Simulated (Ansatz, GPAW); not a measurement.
**Equation of state of WC under LDA**

```cif
data_structure
_symmetry_space_group_name_H-M 'P 1'
_symmetry_Int_Tables_number 1
_cell_length_a 3.1009
_cell_length_b 3.1009
_cell_length_c 3.1009
_cell_angle_alpha 60.000
_cell_angle_beta 60.000
_cell_angle_gamma 60.000
_cell_volume 21.08
loop_
_atom_site_label
_atom_site_type_symbol
_atom_site_fract_x
_atom_site_fract_y
_atom_site_fract_z
_atom_site_occupancy
W1 W 0.00000 0.00000 0.00000 1
C1 C 0.50000 0.50000 0.50000 1
```

The cell is a database's computed one, not the measured one.

The cell was scaled at fixed shape and fractions and run with GPAW, the program's PAW data sets (release 1.2.1) made for this functional, cutoff 800 eV; LDA, k mesh 10 × 10 × 10 on the cell of 2 atoms, fermi-dirac occupations of 0.05 eV, no spin polarisation, no spin-orbit coupling. Energies are those that the program minimises, any entropy of the smearing included. For a metal such a mesh isn't converged to the digits shown.

```csv
V (Å³/atom),energy over the lowest row (meV/atom)
9.9096,1.78
10.1204,0.00
10.3313,?
10.5421,27.73
10.7530,55.10
10.9638,90.20
11.1747,132.25
```

Task: Fit the third-order Birch-Murnaghan form, give V0, B0 and B′, and predict the energy left open.

Result: With y = (V0/V)^(2/3), E = E0 + (9 V0 B0/16) [(y - 1)³ B′ + (y - 1)² (6 - 4y)]. Least squares through the rows shown give V0 = 10.0472 Å³/atom, E0 = -0.67 meV, B0 = 406.5 GPa (1 eV/Å³ = 160.218 GPa) and B′ = 4.32, with a largest miss of 0.02 meV. At V = 10.3313 the form with these constants gives 9.03 meV; the run gave 9.03 meV an atom. Other set-ups at this level, from all their volumes (Å³/atom, GPa): Ansatz, all-electron LAPW, scalar-relativistic: V0 10.090, B0 404.3.
